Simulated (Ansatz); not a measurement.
CsI, DFT, LDA, all-electron LAPW, scalar-relativistic (Ansatz 0.2.0), run on 1 thread of Arm Neoverse V2 on a shared host.

The cell is COD entry 9008790, as deposited and not checked against the literature; nothing was relaxed.

Command: `ansatz run input.yaml --threads 1 --pin off --max-ram 3072MiB --backend cpu --events-out ev --progress --plain --runs-dir out`

```yaml
crystal:
  lattice:
    - [4.5667, 0.0, 0.0]
    - [0.0, 4.5667, 0.0]
    - [0.0, 0.0, 4.5667]
  atoms:
    - { symbol: Cs, position: [0.0, 0.0, 0.0] }
    - { symbol: I, position: [0.5, 0.5, 0.5] }
kpoints:
  mp_grid: { grid: [7, 7, 7] }
  band_path:
    path:
      - [0.0, 0.0, 0.0]
      - [0.0, 0.5, 0.0]
      - [0.5, 0.5, 0.0]
      - [0.0, 0.0, 0.0]
      - [0.5, 0.5, 0.5]
      - [0.0, 0.5, 0.0]
      - [0.5, 0.5, 0.5]
      - [0.5, 0.5, 0.0]
    npoints: 14
scf:
  occupations: { method: fermi_dirac, width: 0.01 }
hamiltonian:
  xc: lda
  pseudopotentials: { kind: all_electron, lapw: { basis_error: 0.00025 } }
output:
  forces: true
  stress: true
  eigenvalues: true
  fatbands: true
  populations: true
  dos: { projected: true, de: 0.2, e_range: [-14, 8] }
```

Problem. How large is the problem that the program sets up?

Solution. 20 irreducible k-points, 251 plane waves at Γ, 30 bands.

Problem. Estimate the wall time and the peak memory.

Solution. 17 s of wall time for 8 SCF iterations, with a peak of 0.28 GiB. Times on shared machines scatter by tens of per cent.

Problem. And the same cell and mesh by PAW with the default files, asked for forces, stress, eigenvalues, efg, populations, bader, dos, write_density, write_potential, elf and the same band path, on the same hardware?

Solution. 12 s, peak memory 0.41 GiB.

Problem. And the same cell and mesh by all-electron PAW (datasets made for this crystal), asked for forces, stress, eigenvalues, efg and the same band path, on the same hardware?

Solution. 9.2 s, peak memory 0.45 GiB.
